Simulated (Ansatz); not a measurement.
Recipe of this trial structure of Be5Te: random cell by space group and Wyckoff sites (P31m, No. 157). The dimensions are guesses.

```cif
data_structure
_symmetry_space_group_name_H-M 'P31m'
_symmetry_Int_Tables_number 157
_cell_length_a 4.3987
_cell_length_b 4.3987
_cell_length_c 4.2311
_cell_angle_alpha 90.000
_cell_angle_beta 90.000
_cell_angle_gamma 120.000
_cell_volume 70.90
loop_
_atom_site_label
_atom_site_type_symbol
_atom_site_symmetry_multiplicity
_atom_site_Wyckoff_symbol
_atom_site_fract_x
_atom_site_fract_y
_atom_site_fract_z
_atom_site_occupancy
Be1 Be 3 c 0.21561 0.00000 0.70608 1
Be2 Be 2 b 0.33333 0.66667 0.45852 1
Te1 Te 1 a 0.00000 0.00000 0.26408 1
```

These are results of DFT PBE, scalar-relativistic, plane waves, PAW (Ansatz), not measurements. Cutoff 420 eV, Gaussian smearing, Γ-centred meshes. Cell and atoms relax first on a coarse mesh, the cell is then made exact in the group found at 0.06 to 0.08 Å, and last on a converged mesh; the steps can't lower the symmetry of their start. No spin polarisation.

A guess keeps its type if space group and coordination stay and the shape of the cell changes little (axis ratios within about 15 %, angles within 6°); the volume may change.

Question: Does this structure survive the relaxation?

Answer: It doesn't keep its type. The symmetry stays P31m (No. 157). The volume per atom grows by 14.7 %, from 11.8 to 13.6 Å³. The shortest distance goes from 1.64 Å (Be–Be) to 2.16 Å (Be–Be). The ratio c/a of the conventional cell changes by a factor of 1.84. Counting neighbours within 15 % of an atom's shortest distance, the start has Be 2/3, Te 3 and the end Be 6/8, Te 6. In detail, at the end around Be on a site of symmetry m lie 8 Be at 2.16–2.28 Å; Be on a site of symmetry 3 is surrounded by 6 Be at 2.17–2.28 Å and 3 Te at 2.65 Å; Te has 6 Be at 2.65 Å.

Space group P31m (No. 157). a = 3.757 Å, b = 3.757 Å, c = 6.652 Å, α = 90.00°, β = 90.00°, γ = 120.00°
```csv
atom,site,symmetry,x,y,z
Be,3c,..m,0.3365,0.0000,0.7318
Be,2b,3..,0.3333,0.6667,0.4447
Te,1a,3.m,0.0000,0.0000,0.2147
```

The last run used a 12×12×6 mesh (in the run's order of axes) for its 6-atom cell and Gaussian smearing of 0.10 eV. Spin–orbit coupling, which can matter for Te, is left out. A structure relaxed within its symmetry needn't be a true minimum. Another cell of the same search, in P3, lies 217 meV/atom lower, so this cell isn't the stable form at this level.

In counts of neighbours, a slash parts the counts of unlike sites.
